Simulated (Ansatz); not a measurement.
The system is TiTe2.

```
Te Ti
1.0
     3.77700    0.00000    0.00000
    -1.88850    3.27098    0.00000
     0.00000    0.00000    6.49800
Te Ti
2 1
Direct
  0.33333 0.66667 0.73720
  0.66667 0.33333 0.26280
  0.00000 0.00000 0.00000
```

| Quantity | Value |
| --- | --- |
| Program | Ansatz 0.2.0 |
| Task | relaxation of cell and atoms |
| Functional | RPBE |
| Potentials or basis | Ansatz PAW |
| Cutoff | 420 eV (not typed: the program's choice for these potentials) |
| k mesh | 8 × 8 × 4 |
| Occupations | fermi-dirac, width 0.05 eV |
| Spin | no spin polarisation |

At the start: volume 26.76 Å³/atom.

Task: How do energy, volume and symmetry change on relaxing?

Result: It ends after 19 steps and the volume is 38.17 Å³/atom (+42.6 %); space group P-3m1 (No. 164, to 0.05 Å).

The path:
| step | energy change (eV) | largest force (eV/Å) | volume (Å³) |
| --- | --- | --- | --- |
| 1 | 0.0000 | 0.0926 | 80.28 |
| 2 | -0.0603 | 0.0472 | 89.48 |
| 3 | -0.0771 | 0.0410 | 90.10 |
| 4 | -0.0954 | 0.0763 | 92.41 |
| 5 | -0.0992 | 0.0043 | 95.59 |
| 6 | -0.1001 | 0.0001 | 94.02 |
| 7 | -0.1011 | 0.0045 | 94.91 |
| 8 | -0.1011 | 0.0005 | 95.14 |
| 9 | -0.1144 | 0.0007 | 95.14 |
| 10 | -0.1258 | 0.0088 | 98.26 |
| 11 | -0.1359 | 0.0097 | 102.03 |
| 12 | -0.1401 | 0.0092 | 105.95 |
| 13 | -0.1400 | 0.0024 | 106.67 |
| 14 | -0.1444 | 0.0027 | 106.67 |
| 15 | -0.1461 | 0.0031 | 108.61 |
| 16 | -0.1474 | 0.0320 | 112.48 |
| 17 | -0.1475 | 0.0004 | 113.89 |
| 18 | -0.1474 | 0.0024 | 114.50 |
| 19 | -0.1484 | 0.0022 | 114.50 |

Final structure:
```xyz
3
Lattice="3.8117 0.0000 0.0000 -1.9059 3.3011 0.0000 0.0000 0.0000 9.1000" Properties=species:S:1:pos:R:3 pbc="T T T"
Te    0.0000    2.2007    7.3598
Te    1.9059    1.1004    1.7403
Ti    0.0000    0.0000    0.0000
```

Caveat: the volume moved by over 15 % at a fixed basis, so the end points are rough; the plane-wave basis is chosen anew once the cell has moved, so the energies of steps on either side of that aren't comparable; this functional lacks dispersion, which binds the layers, so the pressure and a relaxed spacing across them are unreliable, and here the layers came unbound; the volume moved by +43 % from the deposited cell, more than functionals usually miss; the PAW data sets come from PBE, with cores solved anew for the run's functional, which leaves a small shift of forces and pressure.
